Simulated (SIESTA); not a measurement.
Cu in SIESTA: the effect of pseudo set

The system is Cu, a slab with vacuum.

```
Cu
1.0
     2.53076    0.00000    0.00000
    -1.26538    2.19171    0.00000
     0.00000    0.00000   23.26182
Cu
5
Direct
  0.00000 0.00000 0.32242
  0.33333 0.66667 0.41121
  0.00000 0.00000 0.50000
  0.66667 0.33333 0.58879
  0.00000 0.00000 0.67758
```

The slab is cut from a database's or a generator's crystal, which needn't be the stable form of the element.

Alike in all runs:

* Program: SIESTA 5.4.2
* Task: single point
* Functional: PBE
* Basis: DZP (energy shift 0.003 Ry; two zetas on semicore shells)
* Grid cutoff: 800 Ry
* Energy shift: 0.003 Ry
* k mesh: 12 × 12 × 1
* Occupations: fermi-dirac, width 0.05 eV
* Spin: no spin polarisation

```csv
pseudo set,largest force (eV/Å)
PseudoDojo 0.4 standard,0.17
PseudoDojo 0.4 stringent,?
PseudoDojo 0.5 standard,0.17
SG15 1.2,0.08
SPMS 1.0,0.24
Ansatz NC,0.17
```

**Question.** What does the run with pseudo set PseudoDojo 0.4 stringent give?

**Answer.** Largest force 0.14 eV/Å.
